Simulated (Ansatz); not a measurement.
# A C vacancy in 4H-SiC, 95 atoms, charge −3

Computed with DFT, PBEsol, PAW, plane waves in Ansatz 0.2.0.

Command:

```sh
ansatz run in.yaml --threads 32 --pin off --max-ram 171000MiB --runs-dir r --events-out ev --progress --plain --backend cuda --devices 0,
```

The input less its lattice and atoms (starting moments on atoms near the defect: 1 μB in all):

```yaml
crystal:
  symmetry: { detect: false }
kpoints:
  mp_grid: { grid: [1, 1, 1], shift: [0.25, 0.25, 0.25] }
hamiltonian:
  xc: pbesol
total_charge: -3
magnetization:
  spin_polarized: true
scf:
  occupations: { method: fermi_dirac, width: 0.01 }
relax:
  f_tol: 0.03
  max_steps: 80
  escape_saddle: false
  adjacent_minimum: "off"
output:
  forces: true
  eigenvalues: true
  populations: true
  charged_corrections: { epsilon: 9.7 }
```

Start:

```
Si C
1.0
     9.23420    0.00000    0.00000
     0.00000   10.66274    0.00000
     0.00000    0.00000   10.07595
Si C
48 47
Cartesian
  0.0013 0.0078 5.0449
  3.0535 0.0002 5.0563
  1.5212 2.6927 5.0514
  9.2113 5.3498 5.0412
  6.1462 0.0254 5.0131
  4.6222 2.6466 5.0337
  3.0646 5.3487 5.0042
  1.5344 7.9961 5.0669
  7.6947 2.6544 5.0436
  6.1524 5.3177 5.0578
  4.6288 7.9791 5.0387
  7.6659 8.0114 5.0554
  9.2261 1.8016 2.5045
  3.0941 1.7440 2.4997
  1.5602 4.4435 2.5393
  9.2128 7.1226 2.5344
  6.1740 1.7371 2.5449
  4.6600 4.4445 2.5339
  3.0647 7.1132 2.5516
  1.5347 9.7866 2.5249
  7.7093 4.4463 2.5185
  6.1552 7.1562 2.4999
  4.5987 9.7531 2.5066
  7.6710 9.7520 2.5543
  1.5429 0.8760 7.5481
  9.2303 3.5944 7.5493
  4.6113 0.8858 7.5243
  3.0847 3.5380 7.5334
  1.5492 6.2297 7.5468
  9.2290 8.8717 7.5501
  7.7273 0.8907 7.5316
  6.1932 3.5892 7.5426
  4.6245 6.2066 7.5667
  3.0763 8.8961 7.5301
  7.6731 6.2603 7.5659
  6.1603 8.8701 7.5586
  9.2217 10.6340 0.0264
  3.1046 0.0020 10.0683
  1.5673 2.6451 10.0596
  0.0282 5.3417 10.0656
  6.1378 10.6476 0.0056
  4.6221 2.6312 10.0657
  3.0827 5.3262 10.0688
  1.5329 8.0050 10.0412
  7.6752 2.6435 10.0720
  6.1669 5.3409 0.0144
  4.6568 7.9817 0.0223
  7.7120 8.0207 10.0437
  0.0396 0.0437 1.9061
  3.0925 0.0153 1.9048
  1.5526 2.6773 1.9019
  9.2265 5.3501 1.8793
  6.2210 0.0031 1.8494
  4.6333 2.6482 1.8758
  3.0717 5.3169 1.8677
  1.5219 8.0154 1.8744
  7.7209 2.6931 1.8427
  6.1637 5.3270 1.9060
  4.5878 8.0158 1.8630
  7.6459 8.0215 1.9094
  0.0062 10.6550 6.9611
  3.0692 0.0020 6.9391
  1.5563 2.6427 6.9251
  0.0085 5.2839 6.9250
  6.1193 0.0117 6.9201
  4.6296 2.6569 6.9381
  3.0843 5.3508 6.9088
  1.5150 8.0237 6.9476
  7.6992 2.6427 6.9306
  6.1955 5.3258 6.9198
  4.6353 8.0007 6.9404
  7.7072 7.9737 6.9373
  9.2094 1.7894 4.3955
  3.0635 1.7930 4.4438
  1.5284 4.4362 4.4234
  0.0038 7.1402 4.4542
  6.1421 1.7640 4.4150
  3.0776 7.1417 4.4093
  1.5270 9.7879 4.4075
  7.6828 4.4673 4.4289
  6.1404 7.1158 4.4218
  4.6003 9.7788 4.4184
  7.7069 9.7673 4.4448
  1.5349 0.8976 9.4120
  9.2002 3.5655 9.4366
  4.6006 0.8766 9.4572
  3.0804 3.5543 9.4554
  1.5435 6.2357 9.4737
  9.2300 8.8852 9.4529
  7.6734 0.8660 9.4741
  6.1717 3.5537 9.4512
  4.5901 6.2185 9.4546
  3.0810 8.9050 9.4486
  7.6740 6.1788 9.4670
  6.1727 8.8974 9.4584
```

Steps:

| step | energy less the first (eV) | largest force component (eV/Å) |
| --- | --- | --- |
| start | 0.000 | 2.039 |
| 1 | -1.551 | 1.527 |
| 2 | -2.406 | 0.438 |
| 3 | -2.480 | 0.252 |
| 4 | -2.492 | 0.104 |
| 5 | -2.495 | 0.057 |
| 6 | -2.497 | 0.049 |
| 7 | -2.498 | 0.043 |
| 8 | -2.499 | 0.011 |

End:

```
Si C
1.0
     9.23420    0.00000    0.00000
     0.00000   10.66274    0.00000
     0.00000    0.00000   10.07595
Si C
48 47
Direct
  0.00020 0.00118 0.49955
  0.33590 0.00370 0.49906
  0.17148 0.25293 0.49849
  0.99993 0.49879 0.49808
  0.66719 0.00050 0.49917
  0.51087 0.27042 0.49935
  0.35743 0.49708 0.49876
  0.16656 0.74971 0.49901
  0.83213 0.25231 0.49831
  0.63186 0.48165 0.49710
  0.49979 0.74757 0.49806
  0.83025 0.74586 0.49854
  0.00053 0.16831 0.25126
  0.33606 0.16864 0.25175
  0.16873 0.41825 0.25178
  0.99967 0.66622 0.25024
  0.66598 0.16743 0.25151
  0.50075 0.41758 0.26257
  0.33275 0.66580 0.25104
  0.16690 0.91735 0.25109
  0.83142 0.41796 0.25237
  0.66604 0.66489 0.25164
  0.50028 0.91641 0.25083
  0.83327 0.91629 0.25097
  0.16715 0.08423 0.74931
  0.00004 0.33381 0.74897
  0.49984 0.08386 0.74984
  0.33492 0.33434 0.74960
  0.16608 0.58259 0.74906
  0.99902 0.83310 0.74891
  0.83267 0.08411 0.74937
  0.66514 0.33411 0.74982
  0.49946 0.58174 0.74948
  0.33303 0.83307 0.74901
  0.83108 0.58178 0.74783
  0.66589 0.83267 0.74910
  0.99988 0.00045 0.00018
  0.33379 0.99990 0.00062
  0.16747 0.25098 0.00065
  0.99961 0.50076 0.00044
  0.66627 0.99960 0.00042
  0.50045 0.25026 0.00101
  0.33332 0.50053 0.00080
  0.16594 0.74981 0.00013
  0.83301 0.25077 0.00078
  0.66652 0.50017 0.00022
  0.49961 0.74928 0.00040
  0.83322 0.74921 0.99981
  0.00001 0.00085 0.18780
  0.33347 0.00043 0.18800
  0.16758 0.25062 0.18756
  0.99986 0.49973 0.18755
  0.66717 0.99975 0.18746
  0.50095 0.24961 0.18572
  0.33277 0.50111 0.18526
  0.16609 0.75101 0.18735
  0.83361 0.25037 0.18748
  0.66791 0.50087 0.18455
  0.49967 0.75009 0.18714
  0.83328 0.75019 0.18713
  0.99978 0.00043 0.68759
  0.33315 0.00002 0.68710
  0.16731 0.25057 0.68717
  0.99930 0.50004 0.68632
  0.66665 0.99953 0.68730
  0.50001 0.24818 0.69154
  0.33117 0.50092 0.69110
  0.16563 0.75025 0.68706
  0.83293 0.25033 0.68719
  0.66554 0.49966 0.68999
  0.49925 0.74954 0.68684
  0.83244 0.74951 0.68664
  0.00174 0.16814 0.43908
  0.33836 0.16997 0.43843
  0.17089 0.41896 0.43831
  0.99969 0.66640 0.43783
  0.66927 0.16398 0.43788
  0.33076 0.66919 0.43747
  0.16710 0.91853 0.43886
  0.83052 0.41794 0.43832
  0.66446 0.66373 0.43734
  0.50048 0.91668 0.43859
  0.83430 0.91486 0.43887
  0.16685 0.08362 0.93804
  0.00024 0.33357 0.93778
  0.50004 0.08178 0.93820
  0.33348 0.33347 0.93853
  0.16519 0.58424 0.93767
  0.99945 0.83402 0.93748
  0.83312 0.08355 0.93800
  0.66728 0.33309 0.93860
  0.49978 0.58390 0.93828
  0.33280 0.83327 0.93769
  0.83407 0.58377 0.93649
  0.66656 0.83298 0.93768
```

Self-consistency was reached.

Time: 16 s of wall time on one NVIDIA GB300 with 32 processor threads, on a host shared with other runs; peak host memory 2 GiB.

Problem. How much energy did the relaxation gain, and which atom moved most?

Solution. 2.50 eV in 8 steps, from a start with small random displacements; atom 10 (Si) moved 0.37 Å, the median atom 0.04 Å (drift of the whole cell removed).

The moment started at 1 μB and ended at 1.0 μB; no other spin state is shown. The one k point has no symmetry partners, which can distort the end along one axis.
